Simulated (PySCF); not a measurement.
NMR data simulated for an unnamed compound:

¹H NMR (600 MHz, computed): δ 7.72 (m, 2H), 7.68 (m, 2H), 7.66 (m, 1H), 4.82 (s, 2H), 0.08 (br s, 1H).

¹³C{¹H} NMR (computed): δ 148.3 (C), 134.8 (CH), 134.7 (CH), 133.6 (CH), 72.4 (CH2).

Level of theory: GFN2-xTB structure, NMR shieldings at PBE0/pcSseg-1/GIAO, in PySCF 2.14.0 with density-fitted response routines (in vacuum, non-relativistic Hamiltonian, one conformer, averaged over atoms made equivalent by symmetry, fast rotation or ring inversion).

References, each an isolated molecule treated in the same way: ¹H, ¹³C vs TMS.

Question: Which of these does the molecule contain: an OH group, an ester, a benzene ring, a CH3CH2 unit, an NH or NH2 group?

Answer: 
- An OH group: yes (δH 0.08 (br s)).
- An ester: no.
- A benzene ring: yes.
- A CH3CH2 unit: no.
- An NH or NH2 group: no.

The data belong to `OCc1ccccc1`, C$_{7}$H$_{8}$O; they needn't prove each group on their own.

Carbon signals by region: 4 in the sp2 and nitrile region (100–160 ppm), 1 at 50–100 ppm.

OH/NH shifts are gas-phase values; hydrogen bonding in solution moves them, usually downfield. Shifts are as computed. Against solution values, carbons near 30 ppm lie about +3 ppm off and those near 130 ppm about +5 ppm. Of 1211 compounds with measured shifts, 218 miss one by over three times the rms of a fit or turn the order of signals round; such compounds aren't used in these exercises. Multiplicities follow the n + 1 count of equivalent neighbours, as no J values were calculated; m marks all less simple cases, F and P coupling included.
